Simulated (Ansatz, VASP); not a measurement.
# One calculation of Ti, two programs

File INCAR:

```
PREC     = Accurate       # precision mode
ENCUT    = 520            # plane-wave cutoff, eV
EDIFF    = 1E-6           # SCF threshold, eV
ISMEAR   = -1             # smearing method
SIGMA    = 0.1            # smearing width, eV
LREAL    = F              # projectors in reciprocal space
LASPH    = T              # aspherical terms in the spheres
NELM     = 60             # most SCF steps
ALGO     = Normal         # electronic algorithm
ISIF     = 2              # what is computed and relaxed
LWAVE    = F              # write WAVECAR
LCHARG   = F              # write CHGCAR
GGA      = B5             # functional
ALDAX    = 1.0          
AGGAX    = 1.0          
AGGAC    = 1.0          
ALDAC    = 0.0          
NBANDS   = 25             # bands
```

The input KPOINTS:

```
regular mesh
0
Gamma
  9 9 12
```

File POSCAR:

```
Ti
1.0
    4.5528800908      0.0000000000      0.0000000000
   -2.2764400454      3.9429098190      0.0000000000
    0.0000000000      0.0000000000      2.8178218744
Ti
3
Direct
    0.0000000000      0.0000000000      0.0000000000
    0.3333333333      0.6666666667      0.5000000000
    0.6666666667      0.3333333333      0.5000000000
```

Input for Ansatz:

```yaml
crystal:
  lattice:
    - [4.5528800908, 0.0, 0.0]
    - [-2.2764400454, 3.942909819, 0.0]
    - [0.0, 0.0, 2.8178218744]
  atoms:
    - { symbol: Ti, position: [0.0, 0.0, 0.0] }
    - { symbol: Ti, position: [0.3333333333, 0.6666666667, 0.5] }
    - { symbol: Ti, position: [0.6666666667, 0.3333333333, 0.5] }
hamiltonian:
  xc: blyp
  pseudopotentials:
    kind: paw
    azcp:
      Ti: "pseudopotentials/Ti.paw.azcp"
basis:
  ecutwfc: 420
  fft_grid_basis: typed
kpoints:
  mp_grid: { grid: [9, 9, 12], shift: [0, 0, 0] }
magnetization:
  spin_polarized: false
scf:
  occupations: { method: fermi_dirac, width: 0.1 }
  lower_state_search: "off"
output:
  stress: true
```

Alike in both runs: task single point; functional BLYP; k mesh 9 × 9 × 12; occupations fermi-dirac, width 0.1 eV; no spin polarisation.

|  | VASP | Ansatz |
| --- | --- | --- |
| version | VASP 6.6.1 | Ansatz 0.2.0 |
| potentials or method | VASP PAW PBE potentials, release 64 (Ti_sv) | plane waves (420 eV) with PAW, scalar-relativistic |
| plane-wave cutoff (eV) | 520 | 420 |
| valence electrons in the cell | 36 | 36 |

|  | VASP | Ansatz | Ansatz less VASP |
| --- | --- | --- | --- |
| pressure (GPa) | 4.6 | 4.6 | +0.02 |
| largest component of the traceless stress (GPa) | 0.18 | 0.17 | -0.009 |

The functional is the same, so the differences come from potentials, cutoffs and numerics.

Caveats: the PAW data sets were made with another functional, which shifts forces and pressure a little (VASP).
